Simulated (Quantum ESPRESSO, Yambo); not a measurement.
# ZnSe (Stilleite): G0W0 on several meshes in Yambo, part 2 of 2

Wanted: mesh dependence and cost of G0W0 for ZnSe (Stilleite).

Quantum ESPRESSO 7.5 and Yambo 5.3.0; PBE and many-body steps on it, plane waves. Known limits of the many-body steps: not at the basis limit; exchange with frozen shells missing; no spin-orbit coupling; coarse k mesh.

So far. Step 4 (4×4×4): The gap on the mesh goes from 1.29 eV to 2.55 eV, a correction of +1.27 eV. Step 5 (Empty states on the mesh, 2×2×2 mesh, 137 bands): On this mesh the gap is 1.288 eV.

## (6) Conversion and set-up

This step: Yambo 5.3.0; conversion and set-up on PBE, plane waves, norm-conserving pseudopotentials.

On the command line:

```
(cd o/x.save; p2y > p2y.log; mv SAVE ../..); yambo > setup.log
```

What it wrote:

```text
 Yambo, version 5.3.0

 [02] CORE Variables Setup
 =========================

  [02.01] Unit cells
  ==================

  Cell kind             :  FCC
  Atoms in the cell     :  Zn  Se
  number of Zn atoms    :  1
  number of Se atoms    :  1

  List of atomic masses
  Mass of Zn    :  65.38000
  Mass of Se    :  78.97100

  List of atomic coordinates    : [cc]
  Zn1       :  0.000000  0.000000  0.000000  order 1
  Se1       :  2.677553  2.677553  2.677553  order 2

  Alat factors          :  5.355106  5.355106  5.355106 [a.u.]
  Direct lattice volume :  307.1384 [a.u.]
[...]
0.000000  0.000000  0.000000  0.000000  0.000000  0.000000  0.000000  0.000000

 [03] Transferred momenta grid and indexing
 ==========================================

 IBZ Q-points                                      :  3
 BZ  Q-points                                      :   8

 K/Q-points units:
 rlu = crystal or reduced units; cc = cartesian coordinates; iku = interal k-units

 Q [1]          [rlu]:  0.000000  0.000000  0.000000
 Q [2]          [rlu]: -0.67283E-17 -0.67283E-17 -0.50000
 Q [3]          [rlu]:  0.12061E-16 -0.50000     -0.50000

  [03.01] X indexes
  =================

   [03.01.01] Sigma indexes
   ========================

 [06] Game Over & Game summary
```

Run time: 2.4 s. Hardware: 1 MPI rank of Arm Neoverse V1, shared host; peak memory 0.25 GiB.

## (7) 2×2×2

This step: G0W0 on PBE, plane waves, norm-conserving pseudopotentials.

File gw11.in:

```
HF_and_locXC
gw0
dyson
ppa
em1d
rim_cut
RandQpts= 1000000
RandGvec= 1 RL
EXXRLvcs= 78 Ry
VXCRLvcs= 312 Ry
Chimod= "HARTREE"
% BndsRnXp
 1 | 137 |
%
NGsBlkXp= 10.5 Ry
% LongDrXp
 1 | 1 | 1 |
%
% GbndRnge
 1 | 137 |
%
DysSolver= "n"
ExtendOut
PPAPntXp= 27.21138 eV
% QPkrange
 1 | 1 | 17 | 20 |
%
```

On the command line:

```
OMP_NUM_THREADS=1 mpirun -n 4 yambo -F gw11.in -J gw11 -C gw11 > gw11.log
```

What it wrote:

```text
 Yambo, version 5.3.0

 [02] CORE Variables Setup
 =========================

  [... cell, symmetries and grids as in the set-up ...]

  [02.05] Energies & Occupations
  ==============================

  [X] === General ===
  [X] Electronic Temperature                        :  0.000000  0.000000 [eV K]
  [X] Bosonic    Temperature                        :  0.000000  0.000000 [eV K]
  [X] Finite Temperature mode                       : no
  [X] El. density                                   :  0.79098E+24 [cm-3]
  [X] Fermi Level                                   :  8.386209 [eV]

  [X] === Gaps and Widths ===
  [X] Conduction Band Min                           :  1.288098 [eV]
  [X] Valence Band Max                              :  0.000000 [eV]
  [X] Filled Bands                                  :  18
  [X] Empty Bands                                   :   19  137
  [X] Direct Gap                                    :  1.288098 [eV]
  [X] Direct Gap localized at k                     :  1
  [X] Indirect Gap                                  :  1.288098 [eV]
  [X] Indirect Gap between kpts                     :  1  1
  [X] Last valence band width                       :  2.181566 [eV]
  [X] 1st conduction band width                     :  1.703350 [eV]

 [03] Transferred momenta grid and indexing
 ==========================================

 IBZ Q-points                                      :  3
 BZ  Q-points                                      :   8

 K/Q-points units:
 rlu = crystal or reduced units; cc = cartesian coordinates; iku = interal k-units

 Q [1]          [rlu]:  0.000000  0.000000  0.000000
 Q [2]          [rlu]: -0.67283E-17 -0.67283E-17 -0.50000
 Q [3]          [rlu]:  0.12061E-16 -0.50000     -0.50000

 [04] Coloumb potential Random Integration (RIM)
[...]
================================================

 [VXC] Plane waves :  28571
 [EXS] Plane waves :   3647

 QP @ state[ 1 ] K range:  1  1
 QP @ state[ 1 ] b range:  17  20

 [xc] Functional : Perdew, Burke & Ernzerhof(X)+Perdew, Burke & Ernzerhof(C)
 [xc] LIBXC used to calculate xc functional
  PP Number of Atomic Species                      :  2
  NLCC RL compoments                               :  28571
  PP Number of Atomic Species                      :  2
  NLCC RL compoments                               :  28571

 [xc] E_xc :  -30.59921 [Ha]
      E_xc :  -61.19843 [Ry]

  Local XC kind (lXC) : Perdew, Burke & Ernzerhof(X)+Perdew, Burke & Ernzerhof(C)
  Non-Local XC kind (nlXC) : Hartree-Fock

  Corrections @ K [1] :  [eV]
 <17|nlXC|17> = -20.87764 -0.67794E-17 <17|lXC|17> = -16.68858  0.10020E-18
 <18|nlXC|18> = -20.87764 -0.42120E-17 <18|lXC|18> = -16.68858 -0.26814E-19
 <19|nlXC|19> = -7.886045 -0.13548E-16 <19|lXC|19> = -12.47402  0.94485E-16
 <20|nlXC|20> = -5.594495 -0.24208E-17 <20|lXC|20> = -10.78950  0.25571E-18

 [08] Dyson equation: Newton solver
 ==================================

  [08.01] G0W0 (W PPA)
  ====================

  [  GW  ] Bands range     :    1  137
  [GW/PPA] G damping       :  0.100000 [eV]

  QP @ state[ 1 ] K range:  1  1
  QP @ state[ 1 ] b range:  17  20

   Sc/G bands                                       :    1  137
   Sc/G damping                                     :  0.100000 ev
   Sc bands terminator                              : no
   Sx RL components                                 :   3647

   QP @ state[ 1 ] K range                          :  1  1
   QP @ state[ 1 ] b range                          :  17  20
   GF energies kind                                 : Perdew, Burke & Ernzerhof(X)+Perdew, Burke & Ernzerhof(C)
   GF WF`s kind                                     : Perdew, Burke & Ernzerhof(X)+Perdew, Burke & Ernzerhof(C)
   Xs energies kind                                 : Perdew, Burke & Ernzerhof(X)+Perdew, Burke & Ernzerhof(C)
   Xs WF`s kind                                     : Perdew, Burke & Ernzerhof(X)+Perdew, Burke & Ernzerhof(C)

 [11] Game Over & Game summary
```

Elapsed: 8.4 s, on 4 MPI ranks; peak memory 1.3 GiB.

This step gave:

```
G0W0 gap on the points computed              : 2.444 eV
starting gap on the mesh                     : 1.288 eV
k of the valence top                         : 0, 0, 0
k of the conduction bottom                   : 0, 0, 0
least direct G0W0 gap on the computed points : 2.444 eV
Z at the valence top                         : 0.8011
Z at the conduction bottom                   : 0.8138
```

Against G0W0 in Yambo (4×4×4 mesh, 137 bands, screening to 142.9 eV, Godby-Needs plasmon pole), the gap moves by −0.111 eV.

## (8) The runs together

Times are wall times on 4 MPI ranks of Arm Neoverse V1, shared host, good to a factor of about two.

| run | mesh | bands | screening cutoff (eV) | DFT gap (eV) | gap on the mesh (eV) | direct (eV) | time |
| --- | --- | --- | --- | --- | --- | --- | --- |
| 4×4×4 | 4×4×4 | 137 | 142.9 | 1.288 | 2.555 | 2.555 | 88 s |
| 2×2×2 | 2×2×2 | 137 | 142.9 | 1.288 | 2.444 | 2.444 | 8.4 s |

## (9) Summary of results

| Item | Value |
| --- | --- |
| 4×4×4 | 2.555 eV |
| 2×2×2 | 2.444 eV |
| known limits | not at the basis limit; exchange with frozen shells missing; no spin-orbit coupling; coarse k mesh |

What this shows: 2×2×2: −0.111 eV against 4×4×4. Bands and cutoff are finite, so the gap is not at the basis limit. The miss can reach some tenths of an eV and take either sign; the mesh is an error of its own. In the G0W0 runs levels were corrected at 1 k point alone, so a gap called «on the mesh» is the least over those, and an edge elsewhere would be missed. The 4×4×4 mesh is coarse for this cell, which bears on the long-range parts of exchange and screening. Mesh or cutoff lie under what a gap needs, so these runs test behaviour and cost; their gaps are not to be quoted. The norm-conserving file of at least one element keeps a d shell over frozen s and p shells of the same row. Exchange with those shells is missing from the self-energy, an error of 0.3 to 0.9 eV in cases checked, whose sign depends on which edge lies on those atoms. The many-body steps are scalar-relativistic: spin-orbit coupling is not in them.

[Paths, hosts, dates, memory and timing lines, banners, echoed tables and standing remarks are left out of the program output.]

[Logs are printed without paths, hosts, clocks, repeated set-up lines and the standing remarks that a program may print on its own settings, such as how far it seeks lower states.]

[Runs of the session that timed out or met a known fault of the program may be left out.]

[Hosts, paths, dates, database ids (printed as entryN), source tags and the programs' standing remarks are cut or masked in the printed files.]
